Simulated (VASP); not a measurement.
# Sb in VASP: single point with PBE+D3(BJ)

Aim: the single point of Sb with PBE+D3(BJ).

Everything below comes from runs of VASP 6.6.1. Logs are shortened: lines on timing, memory, paths and dates and some standing lists are left out, and cuts for length are marked.

### 1 The slab as given

The cell holds a slab with vacuum, 2 atoms: a = 4.021 Å, b = 4.021 Å, c = 20.530 Å, α = 90.00°, β = 90.00°, γ = 120.00°.

The cell was built by a generator and needn't be a form met in nature.

### 2 Single point, PBE+D3(BJ)

Input file INCAR:

```
  PREC = Accurate
  ENCUT = 520
  EDIFF = 1E-6
  ISMEAR = 0
  SIGMA = 0.04
  LREAL = False
  LASPH = True
  NELM = 100
  ALGO = Normal
  ISIF = 2
  LWAVE = False
  LCHARG = True
  LDIPOL = True
  IDIPOL = 3
  DIPOL = 0.5 0.5 0.593
  GGA = PE
  IVDW = 12
  LELF = True
  LVHAR = True
  LVACPOTAV = True
  NBANDS = 12
```

Input file KPOINTS:

```
regular mesh
0
Gamma
  12 12 1
```

Input file POSCAR:

```
Sb
1.0
    4.0211921273      0.0000000000      0.0000000000
   -2.0105960637      3.4824545357      0.0000000000
    0.0000000000      0.0000000000     20.5300000000
Sb
2
Direct
    0.3333333333      0.6666666667      0.5517080012
    0.6666666667      0.3333333333      0.6335154198
```

Potentials or basis: VASP PAW PBE potentials, release 64 (Sb).

Run with:

```
cat potpaw_PBE.64/Sb/POTCAR > POTCAR
mpirun -np 1 vasp_std > vasp.out
```

OUTCAR:

```text
PREC = Accurate
   ENCUT = 520
   EDIFF = 1E-6
   ISMEAR = 0
   LREAL = False
   LASPH = True
   NELM = 100
   ISIF = 2
   GGA = PE
   IVDW = 12
 IVDW          = 12

 ion  position               nearest neighbor table
   1  0.333  0.667  0.552-   2 2.87   2 2.87   2 2.87
   2  0.667  0.333  0.634-   1 2.87   1 2.87   1 2.87

  LATTYP: Found a hexagonal cell.
 ALAT       =     4.0211921273
 C/A-ratio  =     5.1054511573

  Lattice vectors:

 A1 = (   4.0211921273,   0.0000000000,   0.0000000000)
 A2 = (  -2.0105960637,   3.4824545357,   0.0000000000)
 A3 = (   0.0000000000,   0.0000000000,  20.5300000000)

Analysis of symmetry for initial positions (statically):
=====================================================================
 Subroutine PRICEL returns:
 Original cell was already a primitive cell.

 Routine SETGRP: Setting up the symmetry group for a
 hexagonal supercell.

 Subroutine GETGRP returns: Found 12 space group operations
 (whereof  6 operations were pure point group operations)
 out of a pool of 24 trial point group operations.

The static configuration has the point symmetry C_3v.
 The point group associated with its full space group is D_3d.

Analysis of symmetry for dynamics (positions and initial velocities):
=====================================================================
 Subroutine PRICEL returns:
 Original cell was already a primitive cell.

 Routine SETGRP: Setting up the symmetry group for a
 hexagonal supercell.

 Subroutine GETGRP returns: Found 12 space group operations
 (whereof  6 operations were pure point group operations)
 out of a pool of 24 trial point group operations.

The dynamic configuration has the point symmetry C_3v.
 The point group associated with its full space group is D_3d.

 Subroutine INISYM returns: Found 12 space group operations
 (whereof  6 operations are pure point group operations),
 and found     1 'primitive' translations

----------------------------------------------------------------------------------------

                                     Primitive cell

  volume of cell :     287.4943

  direct lattice vectors                    reciprocal lattice vectors
     4.021192127  0.000000000  0.000000000     0.248682472  0.143576892  0.000000000
    -2.010596064  3.482454536  0.000000000     0.000000000  0.287153785  0.000000000
     0.000000000  0.000000000 20.530000000     0.000000000  0.000000000  0.048709206

  length of vectors
     4.021192127  4.021192127 20.530000000     0.287153785  0.287153785  0.048709206

  position of ions in fractional coordinates (direct lattice)
     0.333333333  0.666666667  0.551708001
     0.666666667  0.333333333  0.633515420

  ion indices of the primitive-cell ions
   primitive index   ion index
                 1           1
                 2           2

----------------------------------------------------------------------------------------

 KPOINTS: regular mesh

Automatic generation of k-mesh.
 Grid dimensions read from file:
 generate k-points for:   12   12    1

 Generating k-lattice:

  Cartesian coordinates                     Fractional coordinates (reciprocal lattice)
     0.020723539  0.011964741  0.000000000     0.083333333  0.000000000  0.000000000
     0.000000000  0.023929482  0.000000000     0.000000000  0.083333333  0.000000000
     0.000000000  0.000000000  0.048709206     0.000000000  0.000000000  1.000000000

  Length of vectors
     0.023929482  0.023929482  0.048709206

  Shift w.r.t. Gamma in fractional coordinates (k-lattice)
     0.000000000  0.000000000  0.000000000

 Subroutine IBZKPT returns following result:
 ===========================================

 Found     19 irreducible k-points:

 Following reciprocal coordinates:
            Coordinates               Weight
  0.000000  0.000000  0.000000      1.000000
  0.083333  0.000000  0.000000      6.000000
  0.166667 -0.000000  0.000000      6.000000
  0.250000  0.000000  0.000000      6.000000
  0.333333  0.000000  0.000000      6.000000
  0.416667  0.000000  0.000000      6.000000
[... 11 lines left out ...]
  0.333333  0.250000  0.000000     12.000000
  0.333333  0.333333  0.000000      2.000000
   k-points           NKPTS =     19   k-points in BZ     NKDIM =     19   number of bands    NBANDS=     12
   number of dos      NEDOS =    301   number of ions     NIONS =      2
   total plane-waves  NPLWV = 144000
   dimension x,y,z NGX =    30 NGY =   30 NGZ =  160
   dimension x,y,z NGXF=    60 NGYF=   60 NGZF=  320
   ions per type =               2
   NGX,Y,Z   is equivalent  to a cutoff of  12.40, 12.40, 12.96 a.u.
   NGXF,Y,Z  is equivalent  to a cutoff of  24.81, 24.81, 25.91 a.u.
 SYSTEM =  unknown system
   PREC   = accura    normal or accurate (medium, high low for compatibility)
   ISTART =      0    job   : 0-new  1-cont  2-samecut
   ICHARG =      2    charge: 1-file 2-atom 10-const
   ISPIN  =      1    spin polarized calculation?
   LNONCOLLINEAR =      F non collinear calculations
   LSORBIT =      F    spin-orbit coupling
   LASPH  =      T    aspherical Exc in radial PAW
   ENCUT  =  520.0 eV  38.22 Ry    6.18 a.u.   7.48  7.48 38.17*2*pi/ulx,y,z
   NELM   =    100;   NELMIN=  2; NELMDL= -5     # of ELM steps
   EDIFF  = 0.1E-05   stopping-criterion for ELM
   LREAL  =      F    real-space projection
   EDIFFG = 0.1E-04   stopping-criterion for IOM
   NSW    =      0    number of steps for IOM
   IBRION =     -1    ionic relax: 0-MD 1-quasi-New 2-CG
   NFREE  =      0    steps in history (QN), initial steepest desc. (CG)
   ISIF   =      2    stress and relaxation
   ISYM   =      2    0-nonsym 1-usesym 2-fastsym
   POTIM  = 0.5000    time-step for ionic-motion
   TEBEG  =    0.0;   TEEND  =   0.0 temperature during run
   PSTRESS=    0.0 pullay stress
   NELECT =      10.0000    total number of electrons
   NUPDOWN=      -1.0000    fix difference up-down
   EMIN   =  10.00;   EMAX   =-10.00  energy-range for DOS
   EFERMI =   0.00;   METHOD = LEGACY
   ISMEAR =     0;   SIGMA  =   0.04  broadening in eV -4-tet -1-fermi 0-gaus
   EFERMI_NEDOS =   21; number of points for ismear=-14 and -15
   IALGO  =     38    algorithm
   IMIX   =      4    mixing-type and parameters
     AMIX     =   0.40;   BMIX     =  1.00
     AMIX_MAG =   1.60;   BMIX_MAG =  1.00
  volume/ion in A,a.u.               =     143.75       970.05
  Fermi-wavevector in a.u.,A,eV,Ry     =   0.534398  1.009866  3.885573  0.285582
  Thomas-Fermi vector in A             =   1.558786
   LORBIT       =      0    0 simple, 1 ext, 2 COOP (PROOUT), +10 PAW based schemes
   GGA     = PE    functional components
   LHFCALC =     F    Hartree Fock is set to
   AEXX    =    0.0000 exact exchange contribution
   IVDW    =    12    specifies the selected vdW correction
   LEPSILON=     F    determine dielectric tensor
   LRPA    =     F    only Hartree local field effects (RPA)
 non-spin polarized calculation
 Gauss-broadening in eV      SIGMA  =   0.04
  energy-cutoff  :      520.00
  volume of cell :      287.49
 maximum number of plane-waves:      7799
 NGX is ok and might be reduce to    30
   NGX = 15   NGY = 15   NGZ = 77

 dipolmoment           0.000000      0.000000      0.000006 electrons x Angstroem

 number of electron      10.0000000 magnetization

 dipolmoment           0.000000      0.000000     -0.000006 electrons x Angstroem

 Free energy of the ion-electron system (eV)
  ---------------------------------------------------
  ext. energy  EPLUGINS =         0.00000000
  ---------------------------------------------------
  free energy    TOTEN  =        -8.08601112 eV

  energy without entropy =       -8.08601112  energy(sigma->0) =       -8.08601112

 E-fermi :  -1.9625     XC(G=0):  -2.6871

 val. band max:       -2.1517105174   @ k =   0.0000   0.0000   0.0000
 cond. band min:      -1.1421213332   @ k =   0.3333   0.0000   0.0000
 fundamental gap:      1.0095891842
 Fermi energy:        -1.9625341873

 k-point     1 :       0.0000    0.0000    0.0000
  band No.  band energies     occupation
      1     -13.8799      2.00000
      2      -8.8384      2.00000
      3      -3.2122      2.00000
      4      -2.1517      2.00000
      5      -2.1517      2.00000
      6      -0.4637      0.00000
      7       0.6022      0.00000
      8       0.6022      0.00000
      9       1.8536      0.00000
     10       2.0783      0.00000
     11       2.8249      0.00000
     12       3.3916      0.00000

 k-point     2 :       0.0833    0.0000    0.0000
  band No.  band energies     occupation
      1     -13.8011      2.00000
      2      -8.8212      2.00000
      3      -3.1697      2.00000
      4      -2.9351      2.00000
      5      -2.3405      2.00000
      6      -0.0213      0.00000
      7       0.5311      0.00000
      8       0.7721      0.00000
      9       1.9783      0.00000
     10       2.1669      0.00000
     11       2.9077      0.00000
     12       3.4826      0.00000

 k-point     3 :       0.1667   -0.0000    0.0000
  band No.  band energies     occupation
      1     -13.5673      2.00000
      2      -8.8025      2.00000
      3      -4.1178      2.00000
      4      -3.0719      2.00000
      5      -2.7541      2.00000
      6      -0.4843      0.00000
      7       1.0820      0.00000
      8       1.1285      0.00000
      9       2.2406      0.00000
     10       2.4474      0.00000
     11       3.1363      0.00000
     12       3.7122      0.00000
[... 211 lines left out ...]
 k-point    18 :       0.3333    0.2500    0.0000
  band No.  band energies     occupation
      1     -11.4004      2.00000
      2     -10.3821      2.00000
      3      -5.8378      2.00000
      4      -4.6471      2.00000
      5      -3.9215      2.00000
      6      -0.8472      0.00000
      7       0.7604      0.00000
      8       1.3517      0.00000
      9       4.0310      0.00000
     10       4.4558      0.00000
     11       4.7472      0.00000
     12       5.2899      0.00000

 k-point    19 :       0.3333    0.3333    0.0000
  band No.  band energies     occupation
      1     -10.8754      2.00000
      2     -10.8754      2.00000
      3      -6.0220      2.00000
      4      -4.2747      2.00000
      5      -4.2747      2.00000
      6      -1.0693      0.00000
      7       1.1670      0.00000
      8       1.1670      0.00000
      9       4.1977      0.00000
     10       5.1711      0.00000
     11       5.1711      0.00000
     12       5.6494      0.00000

------------------------ aborting loop because EDIFF is reached ----------------------------------------

 Edisp (eV)   -0.48476

 E8    (eV) :    -0.2410

  FORCE on cell =-STRESS in cart. coord.  units (eV):
  Direction    XX          YY          ZZ          XY          YZ          ZX
  --------------------------------------------------------------------------------------
  -------------------------------------------------------------------------------------
  Total       0.37057     0.37057    -0.04662    -0.00000     0.00000    -0.00000
  in kB       2.06515     2.06515    -0.25982    -0.00000     0.00000    -0.00000
  external pressure =        1.29 kB  Pullay stress =        0.00 kB

 VOLUME and BASIS-vectors are now :
 -----------------------------------------------------------------------------
  energy-cutoff  :      520.00
  volume of cell :      287.49
      direct lattice vectors                 reciprocal lattice vectors
     4.021192127  0.000000000  0.000000000     0.248682472  0.143576892  0.000000000
    -2.010596064  3.482454536  0.000000000     0.000000000  0.287153785  0.000000000
     0.000000000  0.000000000 20.530000000     0.000000000  0.000000000  0.048709206

 POSITION                                       TOTAL-FORCE (eV/Angst)
 -----------------------------------------------------------------------------------
     -0.00000      2.32164     11.32657         0.000000      0.000000      0.024589
      2.01060      1.16082     13.00607        -0.000000      0.000000     -0.024589
 -----------------------------------------------------------------------------------
    total drift:                                0.000000     -0.000000     -0.000037

  FREE ENERGIE OF THE ION-ELECTRON SYSTEM (eV)
  ---------------------------------------------------
  free  energy   TOTEN  =        -8.5707678431 eV

  energy  without entropy=       -8.5707678431  energy(sigma->0) =       -8.57076784

 vacuum level on the upper side and lower side of the slab         2.386         2.386
```

Wall time 65 s (1 thread of Intel Xeon Platinum 8488C (Sapphire Rapids), shared host); peak memory 0.39 GiB.

What came out:

| Quantity | Value |
| --- | --- |
| Free energy | -8.5708 eV |
| Largest force | 0.025 eV/Å |
| Band gap on the k mesh | 1.01 eV, indirect (least direct gap 1.69 eV) |
| Dispersion energy per atom | -0.242 eV |
| Ionisation potential of the upper face | 4.54 eV |

Forces in eV/Å, atoms in the order of the input:
```
Sb   0.000  0.000  0.025
Sb   0.000  0.000 -0.025
```

Levels at points of the mesh, in eV from the valence-band top:
```csv
k point,band 2,band 3,band 4,band 5,band 6,band 7,band 8,band 9
"(0.00, 0.00, 0.00)",-6.69,-1.06,0.00,0.00,1.69,2.75,2.75,4.01
"(0.50, 0.00, 0.00)",-8.03,-3.33,-1.84,-1.69,1.48,2.05,3.39,4.73
```

Caveat: spin-orbit coupling is left out, which moves the levels of the heavy elements.
